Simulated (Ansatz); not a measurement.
Runs of Ansatz 0.2.0 on Ga. It takes space group C2/c (No. 15, monoclinic). Conventional cell: a = 2.766 Å, b = 8.053 Å, c = 3.332 Å, α = 90.00°, β = 92.02°, γ = 90.00°. Ga (site symmetry 2) has 8 Ga at 2.69 to 2.92 Å as nearest neighbours. This isn't the form of Ga at room conditions, which is orthorhombic.

| task | level | spin | k mesh | cutoff (eV) | smearing | points for each segment of the path | gap on the mesh (eV) | pressure (GPa) | largest force (eV/Å) |
| --- | --- | --- | --- | --- | --- | --- | --- | --- | --- |
| single point | PBE | off | 10 × 10 × 8 | 420 | gaussian 0.024 eV | - | none | 1.6 | 0.21 |
| single point | PBE | off | 10 × 10 × 8 | 420 | gaussian 0.019 eV | - | none | 1.6 | 0.22 |
| single point | PBE | off | 10 × 10 × 8 | 420 | gaussian 0.023 eV | - | none | 1.6 | 0.21 |
| single point | PBE | off | 10 × 10 × 8 | 420 | gaussian 0.022 eV | - | none | 1.6 | 0.21 |
| band structure | r2SCAN | SOC, no magnetisation | 7 × 7 × 6 | 500 | fermi-dirac 0.05 eV | 14 | none | -1.0 | (a) |
| single point | PBE | off | 10 × 10 × 8 | 420 | gaussian 0.02 eV | - | none | 1.6 | 0.22 |
| single point | PBE | off | 10 × 10 × 8 | 420 | gaussian 0.018 eV | - | none | 1.6 | 0.22 |
| single point | PBE | off | 10 × 10 × 8 | 420 | gaussian 0.021 eV | - | none | 1.6 | 0.22 |
| single point | PBE | off | 10 × 10 × 8 | 420 | gaussian 0.016 eV | - | none | 1.6 | 0.22 |
| single point | PBE | off | 10 × 10 × 8 | 420 | gaussian 0.017 eV | - | none | 1.6 | 0.22 |
| single point | PBE | off | 10 × 10 × 8 | 420 | gaussian 0.013 eV | - | none | 1.6 | 0.22 |
| single point | PBE | off | 10 × 10 × 8 | 420 | gaussian 0.015 eV | - | none | 1.6 | 0.22 |

Alike in all rows: potentials or basis Ansatz PAW; cell as given.

Problem. Estimate the missing entries.

Solution. (a) 0.16.

Caveats: the PAW data sets come from PBE, with cores solved anew for the run's functional, which leaves a small shift of forces and pressure (some runs).

A k mesh can miss the band edges, and rows without SOC leave out spin-orbit coupling on Ga.

A gap of «none» marks a metal or a gap under the smearing width.
